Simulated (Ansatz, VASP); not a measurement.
## SnO2: VASP beside Ansatz

The input INCAR:

```
SYSTEM = SnO2
PREC     = Accurate       ! precision mode
ENCUT    = 520            ! plane-wave cutoff, eV
EDIFF    = 1E-6           ! SCF threshold, eV
ISMEAR   = 0              ! smearing method
SIGMA    = 0.1            ! smearing width, eV
LREAL    = .False.        ! projectors in reciprocal space
LASPH    = .True.         ! aspherical terms in the spheres
NELM     = 100            ! most SCF steps
ALGO     = Normal         ! electronic algorithm
ISIF     = 2              ! what is computed and relaxed
LWAVE    = .False.        ! write WAVECAR
LCHARG   = .False.        ! write CHGCAR
GGA      = PE             ! functional
NBANDS   = 20             ! bands
```

File KPOINTS:

```
Automatic mesh
0
Gamma
  12 12 12
  0 0 0
```

The input POSCAR:

```
SnO2
1.0
    0.0000000000      2.5741500000      2.5741500000
    2.5741500000      0.0000000000      2.5741500000
    2.5741500000      2.5741500000      0.0000000000
Sn O
1 2
Direct
   -0.0174814987      0.0174814987      0.0174814987
    0.2500000000      0.2500000000      0.2500000000
    0.7500000000      0.7500000000      0.7500000000
```

Input for Ansatz:

```yaml
crystal:
  lattice:
    - [0.0, 2.57415, 2.57415]
    - [2.57415, 0.0, 2.57415]
    - [2.57415, 2.57415, 0.0]
  atoms:
    - { symbol: Sn, position: [-0.0174814987, 0.0174814987, 0.0174814987] }
    - { symbol: O, position: [0.25, 0.25, 0.25] }
    - { symbol: O, position: [0.75, 0.75, 0.75] }
basis:
  ecutwfc: 420
kpoints:
  mp_grid: { grid: [12, 12, 12] }
hamiltonian:
  xc: pbe
scf:
  occupations: { method: gaussian, width: 0.1 }
output:
  forces: true
  stress: true
  eigenvalues: true
  populations: true
```

Change from the starting cell: one atom moved.

Alike in both runs: task single point; functional PBE; k mesh 12 × 12 × 12; occupations gaussian, width 0.1 eV; no spin polarisation.

|  | VASP | Ansatz |
| --- | --- | --- |
| version | VASP 6.6.1 | Ansatz 0.2.0 |
| potentials or method | VASP PAW PBE potentials, release 64 (Sn_d, O) | scalar-relativistic, plane waves, PAW |
| plane-wave cutoff (eV) | 520 | 420 |
| valence electrons in the cell | 26 | 26 |

|  | VASP | Ansatz | Ansatz less VASP |
| --- | --- | --- | --- |
| gap on the k mesh at the Fermi level (eV) | none | none | - |
| pressure (GPa) | 0.7 | 0.2 | -0.55 |
| largest component of the traceless stress (GPa) | 0.12 | 0.09 | -0.031 |
| rms of the force components (eV/Å) | 0.293 | 0.278 | -0.0148 |

Atom by atom the forces differ by 0.015 eV/Å (rms over components). A gap of «none» marks a metal or a gap that the smearing closes.
